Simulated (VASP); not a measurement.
# ZnSe (P4/nmm) in VASP: single point with PBEsol

Aim: the single point of ZnSe with PBEsol.

Program: VASP 6.6.1. These are calculated values, not measurements. Logs are shortened: lines on timing, memory, paths and dates and some standing lists are left out, and cuts for length are marked.

## 1. The structure

It takes space group P4/nmm (No. 129, tetragonal). The conventional cell has a = 4.108 Å, b = 4.108 Å, c = 6.070 Å, α = 90.00°, β = 90.00°, γ = 90.00°. Zn (site symmetry -4m2) has 4 Se at 2.54 Å and 4 Zn at 2.90 Å as nearest neighbours. Se (site symmetry 4mm) has 4 Zn at 2.54 Å as nearest neighbours.

Measurements of this composition are mostly on another form, of space group No. 216.

## 2. Single point, PBEsol

INCAR reads:

```
PREC = Accurate ; ENCUT = 520
EDIFF = 1E-6 ; ISMEAR = 0
SIGMA = 0.05 ; LREAL = F
LASPH = T ; NELM = 60
ALGO = Fast ; ISIF = 2
LWAVE = F ; LCHARG = F
GGA = PS ; NBANDS = 26
```

KPOINTS reads:

```
Automatic mesh
0
Gamma
  8 8 6
```

POSCAR reads:

```
ZnSe
1.0
    4.1077020000      0.0000000000      0.0000000000
    0.0000000000      4.1077020000      0.0000000000
    0.0000000000      0.0000000000      6.0703500000
Zn Se
2 2
Direct
    0.0000000000      0.0000000000      0.0000000000
    0.5000000000      0.5000000000      0.0000000000
    0.0000000000      0.5000000000      0.2462800000
    0.5000000000      0.0000000000      0.7537200000
```

Potentials or basis: VASP PAW PBE potentials, release 64 (Zn, Se).

Command:

```sh
> cat potpaw_PBE.64/Zn/POTCAR potpaw_PBE.64/Se/POTCAR > POTCAR
> mpirun -np 1 vasp_std > vasp.out
```

OUTCAR:

```text
PREC = Accurate
   ENCUT = 520
   EDIFF = 1E-6
   ISMEAR = 0
   LREAL = F
   LASPH = T
   NELM = 60
   ISIF = 2
   GGA = PS

 ion  position               nearest neighbor table
   1  0.000  0.000  0.000-   3 2.54   4 2.54   3 2.54   4 2.54   2 2.90   2 2.90   2 2.90   2 2.90

   2  0.500  0.500  0.000-   3 2.54   4 2.54   4 2.54   3 2.54   1 2.90   1 2.90   1 2.90   1 2.90

   3  0.000  0.500  0.246-   1 2.54   2 2.54   1 2.54   2 2.54
   4  0.500  0.000  0.754-   1 2.54   2 2.54   2 2.54   1 2.54

  LATTYP: Found a simple tetragonal cell.
 ALAT       =     4.1077020000
 C/A-ratio  =     1.4777970749

  Lattice vectors:

 A1 = (   4.1077020000,   0.0000000000,   0.0000000000)
 A2 = (   0.0000000000,   4.1077020000,   0.0000000000)
 A3 = (   0.0000000000,   0.0000000000,   6.0703500000)

Analysis of symmetry for initial positions (statically):
=====================================================================
 Subroutine PRICEL returns:
 Original cell was already a primitive cell.

 Routine SETGRP: Setting up the symmetry group for a
 simple tetragonal supercell.

 Subroutine GETGRP returns: Found 16 space group operations
 (whereof  8 operations were pure point group operations)
 out of a pool of 16 trial point group operations.

The static configuration has the point symmetry D_2d.
 The point group associated with its full space group is D_4h.

Analysis of symmetry for dynamics (positions and initial velocities):
=====================================================================
 Subroutine PRICEL returns:
 Original cell was already a primitive cell.

 Routine SETGRP: Setting up the symmetry group for a
 simple tetragonal supercell.

 Subroutine GETGRP returns: Found 16 space group operations
 (whereof  8 operations were pure point group operations)
 out of a pool of 16 trial point group operations.

The dynamic configuration has the point symmetry D_2d.
 The point group associated with its full space group is D_4h.

 Subroutine INISYM returns: Found 16 space group operations
 (whereof  8 operations are pure point group operations),
 and found     1 'primitive' translations

----------------------------------------------------------------------------------------

                                     Primitive cell

  volume of cell :     102.4263

  direct lattice vectors                    reciprocal lattice vectors
     4.107702000  0.000000000  0.000000000     0.243445118  0.000000000  0.000000000
     0.000000000  4.107702000  0.000000000     0.000000000  0.243445118  0.000000000
     0.000000000  0.000000000  6.070350000     0.000000000  0.000000000  0.164735147

  length of vectors
     4.107702000  4.107702000  6.070350000     0.243445118  0.243445118  0.164735147

  position of ions in fractional coordinates (direct lattice)
     0.000000000  0.000000000  0.000000000
     0.500000000  0.500000000  0.000000000
     0.000000000  0.500000000  0.246280000
     0.500000000  0.000000000  0.753720000

  ion indices of the primitive-cell ions
   primitive index   ion index
                 1           1
                 2           2
                 3           3
                 4           4

----------------------------------------------------------------------------------------

 KPOINTS: Automatic mesh

Automatic generation of k-mesh.
 Grid dimensions read from file:
 generate k-points for:    8    8    6

 Generating k-lattice:

  Cartesian coordinates                     Fractional coordinates (reciprocal lattice)
     0.030430640  0.000000000  0.000000000     0.125000000  0.000000000  0.000000000
     0.000000000  0.030430640  0.000000000     0.000000000  0.125000000  0.000000000
     0.000000000  0.000000000  0.027455858     0.000000000  0.000000000  0.166666667

  Length of vectors
     0.030430640  0.030430640  0.027455858

  Shift w.r.t. Gamma in fractional coordinates (k-lattice)
     0.000000000  0.000000000  0.000000000

 Subroutine IBZKPT returns following result:
 ===========================================

 Found     60 irreducible k-points:

 Following reciprocal coordinates:
            Coordinates               Weight
  0.000000  0.000000  0.000000      1.000000
  0.125000  0.000000  0.000000      4.000000
  0.250000  0.000000  0.000000      4.000000
  0.375000  0.000000  0.000000      4.000000
  0.500000  0.000000  0.000000      2.000000
  0.125000  0.125000  0.000000      4.000000
[... 16 lines left out ...]
  0.375000  0.125000  0.166667     16.000000
  0.500000  0.125000  0.166667      8.000000
 [... further k-points ...]
   k-points           NKPTS =     60   k-points in BZ     NKDIM =     60   number of bands    NBANDS=     26
   number of dos      NEDOS =    301   number of ions     NIONS =      4
   total plane-waves  NPLWV =  49152
   dimension x,y,z NGX =    32 NGY =   32 NGZ =   48
   dimension x,y,z NGXF=    64 NGYF=   64 NGZF=   96
   ions per type =               2   2
   NGX,Y,Z   is equivalent  to a cutoff of  12.95, 12.95, 13.15 a.u.
   NGXF,Y,Z  is equivalent  to a cutoff of  25.90, 25.90, 26.29 a.u.
 SYSTEM =  unknown system
   PREC   = accura    normal or accurate (medium, high low for compatibility)
   ISTART =      0    job   : 0-new  1-cont  2-samecut
   ICHARG =      2    charge: 1-file 2-atom 10-const
   ISPIN  =      1    spin polarized calculation?
   LNONCOLLINEAR =      F non collinear calculations
   LSORBIT =      F    spin-orbit coupling
   LASPH  =      T    aspherical Exc in radial PAW
   ENCUT  =  520.0 eV  38.22 Ry    6.18 a.u.   7.64  7.64 11.29*2*pi/ulx,y,z
   NELM   =     60;   NELMIN=  2; NELMDL= -5     # of ELM steps
   EDIFF  = 0.1E-05   stopping-criterion for ELM
   LREAL  =      F    real-space projection
   EDIFFG = 0.1E-04   stopping-criterion for IOM
   NSW    =      0    number of steps for IOM
   IBRION =     -1    ionic relax: 0-MD 1-quasi-New 2-CG
   NFREE  =      0    steps in history (QN), initial steepest desc. (CG)
   ISIF   =      2    stress and relaxation
   ISYM   =      2    0-nonsym 1-usesym 2-fastsym
   POTIM  = 0.5000    time-step for ionic-motion
   TEBEG  =    0.0;   TEEND  =   0.0 temperature during run
   PSTRESS=    0.0 pullay stress
   NELECT =      36.0000    total number of electrons
   NUPDOWN=      -1.0000    fix difference up-down
   EMIN   =  10.00;   EMAX   =-10.00  energy-range for DOS
   EFERMI =   0.00;   METHOD = LEGACY
   ISMEAR =     0;   SIGMA  =   0.05  broadening in eV -4-tet -1-fermi 0-gaus
   EFERMI_NEDOS =   21; number of points for ismear=-14 and -15
   IALGO  =     68    algorithm
   IMIX   =      4    mixing-type and parameters
     AMIX     =   0.40;   BMIX     =  1.00
     AMIX_MAG =   1.60;   BMIX_MAG =  1.00
  volume/ion in A,a.u.               =      25.61       172.80
  Fermi-wavevector in a.u.,A,eV,Ry     =   1.155328  2.183253 18.160809  1.334782
  Thomas-Fermi vector in A             =   2.291957
   LORBIT       =      0    0 simple, 1 ext, 2 COOP (PROOUT), +10 PAW based schemes
   GGA     = PS    functional components
   LHFCALC =     F    Hartree Fock is set to
   AEXX    =    0.0000 exact exchange contribution
   IVDW    =     0    specifies the selected vdW correction
   LEPSILON=     F    determine dielectric tensor
   LRPA    =     F    only Hartree local field effects (RPA)
 non-spin polarized calculation
 RMM-DIIS sequential band-by-band and
 Gauss-broadening in eV      SIGMA  =   0.05
  energy-cutoff  :      520.00
  volume of cell :      102.43
 maximum number of plane-waves:      2776
 NGX is ok and might be reduce to    32
   NGX = 15   NGY = 15   NGZ = 23

 number of electron      35.9999984 magnetization

 Free energy of the ion-electron system (eV)
  ---------------------------------------------------
  ext. energy  EPLUGINS =         0.00000000
  ---------------------------------------------------
  free energy    TOTEN  =       -12.83549304 eV

  energy without entropy =      -12.83549304  energy(sigma->0) =      -12.83549304

 E-fermi :   0.7642     XC(G=0):  -8.8404

 val. band max:        0.5218819811   @ k =   0.0000   0.0000   0.0000
 cond. band min:       2.3774678542   @ k =   0.0000   0.0000   0.0000
 fundamental gap:      1.8555858730
 Fermi energy:         0.7642325128

 k-point     1 :       0.0000    0.0000    0.0000
  band No.  band energies     occupation
      1     -12.3787      2.00000
      2     -11.4529      2.00000
      3      -6.1779      2.00000
      4      -6.1752      2.00000
      5      -6.0922      2.00000
      6      -6.0922      2.00000
[... 18 lines left out ...]
     25      10.3352      0.00000
     26      11.1115      0.00000

 k-point     2 :       0.1250    0.0000    0.0000
  band No.  band energies     occupation
      1     -12.3155      2.00000
      2     -11.4509      2.00000
      3      -6.1684      2.00000
      4      -6.1452      2.00000
      5      -6.0751      2.00000
      6      -6.0642      2.00000
[... 18 lines left out ...]
     25       9.4457      0.00000
     26       9.6601      0.00000

 k-point     3 :       0.2500    0.0000    0.0000
  band No.  band energies     occupation
      1     -12.1423      2.00000
      2     -11.4623      2.00000
      3      -6.1302      2.00000
      4      -6.0657      2.00000
      5      -6.0141      2.00000
      6      -5.9930      2.00000
[... 18 lines left out ...]
     25       8.4002      0.00000
     26       8.4842      0.00000

 k-point     4 :       0.3750    0.0000    0.0000
  band No.  band energies     occupation
      1     -11.9075      2.00000
      2     -11.5286      2.00000
      3      -6.0566      2.00000
      4      -5.9363      2.00000
      5      -5.9195      2.00000
      6      -5.9146      2.00000
[... 18 lines left out ...]
     25       7.9249      0.00000
     26       8.3239      0.00000
[... 496 lines left out ...]
      1     -12.0657      2.00000
      2     -11.4740      2.00000
      3      -6.1976      2.00000
      4      -6.0119      2.00000
      5      -5.9812      2.00000
      6      -5.9804      2.00000
[... 18 lines left out ...]
     25       7.4197      0.00000
     26       9.4149      0.00000

 k-point    23 :       0.3750    0.1250    0.1667
  band No.  band energies     occupation
      1     -11.8471      2.00000
      2     -11.5174      2.00000
      3      -6.1352      2.00000
      4      -5.9351      2.00000
      5      -5.9199      2.00000
      6      -5.8841      2.00000
[... 18 lines left out ...]
     25       8.6401      0.00000
     26       9.0522      0.00000

 k-point    24 :       0.5000    0.1250    0.1667
  band No.  band energies     occupation
      1     -11.6447      2.00000
      2     -11.6447      2.00000
      3      -6.0152      2.00000
      4      -6.0152      2.00000
      5      -5.8403      2.00000
      6      -5.8403      2.00000
[... 18 lines left out ...]
     25       8.9304      0.00000
     26       8.9304      0.00000

 [... further k-points ...]

------------------------ aborting loop because EDIFF is reached ----------------------------------------

  FORCE on cell =-STRESS in cart. coord.  units (eV):
  Direction    XX          YY          ZZ          XY          YZ          ZX
  --------------------------------------------------------------------------------------
  -------------------------------------------------------------------------------------
  Total       -1.7688478     -1.7688478     -1.3399947      0.0000000      0.0000000     -0.0000000
  in kB      -27.6687443    -27.6687443    -20.9605209      0.0000000      0.0000000     -0.0000000
  external PRESSURE =     -25.4326698 kB  Pullay stress =       0.0000000 kB

 VOLUME and BASIS-vectors are now :
 -----------------------------------------------------------------------------
  energy-cutoff  :      520.00
  volume of cell :      102.43
      direct lattice vectors                 reciprocal lattice vectors
     4.107702000  0.000000000  0.000000000     0.243445118  0.000000000  0.000000000
     0.000000000  4.107702000  0.000000000     0.000000000  0.243445118  0.000000000
     0.000000000  0.000000000  6.070350000     0.000000000  0.000000000  0.164735147

 POSITION                                       TOTAL-FORCE (eV/Angst)
 -----------------------------------------------------------------------------------
      0.00000      0.00000      0.00000         0.000000      0.000000      0.000000
      2.05385      2.05385      0.00000         0.000000      0.000000      0.000000
      0.00000      2.05385      1.49501         0.000000      0.000000     -0.351311
      2.05385      0.00000      4.57534        -0.000000     -0.000000      0.351311
 -----------------------------------------------------------------------------------
    total drift:                                0.000000     -0.000000     -0.000000

  FREE ENERGIE OF THE ION-ELECTRON SYSTEM (eV)
  ---------------------------------------------------
  free  energy   TOTEN  =       -12.8354930431 eV

  energy  without entropy=      -12.8354930431  energy(sigma->0) =      -12.83549304
```

Wall time 2.2 min (1 thread of Intel Xeon Platinum 8488C (Sapphire Rapids), shared host); peak memory 0.3 GiB.

Results:

| Quantity | Value |
| --- | --- |
| Free energy | -12.8355 eV |
| Pressure | -2.5 GPa |
| Largest force | 0.351 eV/Å |
| Band gap on the k mesh | 1.86 eV, direct |

Forces on the atoms (eV/Å):
```
Zn   0.000  0.000  0.000
Zn   0.000  0.000  0.000
Se   0.000  0.000 -0.351
Se   0.000  0.000  0.351
```

Caveat: the PAW data sets were made with another functional, which shifts forces and pressure a little. A k mesh can miss the band edges.
